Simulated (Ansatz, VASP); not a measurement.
Two plane-wave programs on Be

Contents of INCAR:

```
SYSTEM = Be
  PREC = Accurate
  ENCUT = 520
  EDIFF = 1E-6
  ISMEAR = -1
  SIGMA = 0.1
  LREAL = .FALSE.
  LASPH = .TRUE.
  NELM = 80
  ALGO = Normal
  ISIF = 2
  LWAVE = .FALSE.
  LCHARG = .FALSE.
  GGA = RE
  NBANDS = 12
```

File KPOINTS:

```
Automatic mesh
0
G
  18 18 5
  0 0 0
```

Contents of POSCAR:

```
Be
1.0
    2.1771451905      0.0000000000      0.0000000000
   -1.0885725953      1.8854630427      0.0000000000
    0.0000000000      0.0000000000      6.9255871605
Be
4
Direct
    1.0000000000      1.0000000000      1.0000000000
    1.0000000000      1.0000000000      0.5000000000
    0.3333333333      0.6666666667      0.2500000000
    0.6666666667      0.3333333333      0.7500000000
```

Input for Ansatz:

```yaml
crystal:
  lattice:
    - [2.1771451905, 0.0, 0.0]
    - [-1.0885725953, 1.8854630427, 0.0]
    - [0.0, 0.0, 6.9255871605]
  atoms:
    - { symbol: Be, position: [1.0, 1.0, 1.0] }
    - { symbol: Be, position: [1.0, 1.0, 0.5] }
    - { symbol: Be, position: [0.3333333333, 0.6666666667, 0.25] }
    - { symbol: Be, position: [0.6666666667, 0.3333333333, 0.75] }
hamiltonian:
  xc: revpbe
  pseudopotentials:
    kind: paw
    azcp:
      Be: "pseudopotentials/Be.paw.azcp"
basis:
  ecutwfc: 420
  fft_grid_basis: typed
kpoints:
  mp_grid: { grid: [18, 18, 5], shift: [0, 0, 0] }
magnetization:
  spin_polarized: false
scf:
  occupations: { method: fermi_dirac, width: 0.1 }
  lower_state_search: "off"
output:
  stress: true
  write_density: true
  write_potential: true
  elf: true
  volumetric_format: npy
```

Alike in both runs: task single point; functional revPBE; k mesh 18 × 18 × 5; occupations fermi-dirac, width 0.1 eV; no spin polarisation.

|  | VASP | Ansatz |
| --- | --- | --- |
| version | VASP 6.6.1 | Ansatz 0.2.0 |
| potentials or method | VASP PAW PBE potentials, release 64 (Be) | plane waves (420 eV) with PAW, scalar-relativistic |
| plane-wave cutoff (eV) | 520 | 420 |
| valence electrons in the cell | 8 | 8 |

|  | VASP | Ansatz | Ansatz less VASP |
| --- | --- | --- | --- |
| pressure (GPa) | 18.7 | 18.6 | -0.07 |
| largest component of the traceless stress (GPa) | 2.22 | 2.20 | -0.021 |

Caveats: so large a pressure means that the cell lies far from this level's equilibrium, or that cutoff or potentials fall short (VASP); the potentials were made for another functional, which shifts forces and pressure (VASP).
